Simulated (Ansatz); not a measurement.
# Computed properties of MoS₂

```xyz
6
Lattice="3.1610 0.0000 0.0000 -1.5805 2.7375 0.0000 0.0000 0.0000 12.2950" Properties=species:S:1:pos:R:3 pbc="T T T"
Mo    0.0000    1.8250    3.0737
Mo    1.5805    0.9125    9.2212
S     0.0000    1.8250    7.7151
S     1.5805    0.9125    1.5676
S     0.0000    1.8250   10.7274
S     1.5805    0.9125    4.5799
```

Atoms are numbered in the order listed.

The geometry is COD entry 9007660, unchecked; take it as a test cell.

All numbers are computed: DFT, PBE, all-electron LAPW, scalar-relativistic (Ansatz 0.2.0); DFT, PBE, PAW with Ansatz's default frozen-core files, scalar-relativistic (Ansatz 0.2.0).

For LAPW: a Γ-centred 10×10×3 k mesh, Fermi–Dirac smearing of 0.03 eV, basis error target 1 meV/atom, no spin polarisation. PAW takes a cutoff of 420 eV at this cell. The Ansatz runs share mesh, smearing and spin set-up. Values come from LAPW unless marked.

```yaml
Largest_force: 1.216 eV/Å on S3
Pressure_at_this_cell: 8.91 GPa
Löwdin_charges_with_0.40_e_of_the_cell_spilling_out_of_the_atomic_basis_so_their_sizes_and_signs_hang_on_that_basis: Mo1 0.31, S3 -0.05 e
Band_gap: 0.72 eV, indirect from Γ to K (0.333, 0.333, 0)
Smallest_direct_gap_on_the_path: 1.59 eV
Volume_per_atom: 17.73 Å³
```

Task: Predict this quantity. Bader charges (from the PAW run).

Result: Mo1 +1.25, S3 -0.62 e.

Task: Stress xx, yy, zz (compression positive): what does the calculation give?

Result: 6.69, 6.69, 13.34 GPa.
